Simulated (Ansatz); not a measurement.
Runs of Ansatz 0.2.0 on Hf. It takes space group P6_3/mmc (No. 194, hexagonal). Conventional cell: a = 3.197 Å, b = 3.197 Å, c = 5.058 Å, α = 90.00°, β = 90.00°, γ = 120.00°. Around Hf (site symmetry -6m2) lie 12 Hf at 3.13 to 3.20 Å. 

```tsv
task	level	cell	k mesh	cutoff (eV)	smearing	basis error allowed	mesh quality	gap on the mesh (eV)	pressure (GPa)	relaxed volume (Å³/atom)
elastic constants	PBE	as given	7 × 7 × 4	230	fermi-dirac 0.05 eV	0.001 eV/atom	coarse	none	1.0	-
single point	PBE	as given	6 × 6 × 3	196	fermi-dirac 0.06 eV	0.002 eV/atom	coarse	none	1.4	-
relaxation of cell and atoms	PBE+D4	relaxed	10 × 10 × 5	-	fermi-dirac 0.05 eV	0.001 eV/atom	not flagged	-	0.0	(a)
atomic charges	LDA	as given	10 × 10 × 5	213	methfessel-paxton 0.2 eV	0.001 eV/atom	not flagged	none	-7.8	-
relaxation of cell and atoms	PBEsol+D4	relaxed	10 × 10 × 5	-	fermi-dirac 0.05 eV	0.001 eV/atom	not flagged	-	0.0	21.40
single point	PBE	as given	10 × 10 × 5	213	gaussian 0.023 eV	0.001 eV/atom	not flagged	none	(b)	-
band structure	LDA	as given	10 × 10 × 5	213	fermi-dirac 0.05 eV	0.001 eV/atom	not flagged	-	-7.8	-
```

Alike in all rows: potentials or basis all-electron LAPW, scalar-relativistic; no spin polarisation.

Task: Estimate the missing entries.

Result: (a) 22.20; (b) 0.6.

Caveats: some runs use coarse meshes; the k mesh is thin for a metal, which can move the energy by tens of meV per atom (some runs); a metal's response needs a denser mesh (some runs); elastic constants of metals need much finer meshes, so these are rough (some runs); spin-orbit coupling is left out, which moves the levels of the heavy elements (some runs).

A k mesh can miss the band edges, and the runs leave out spin-orbit coupling on Hf.

A gap of «none» marks a metal or a gap under the smearing width.
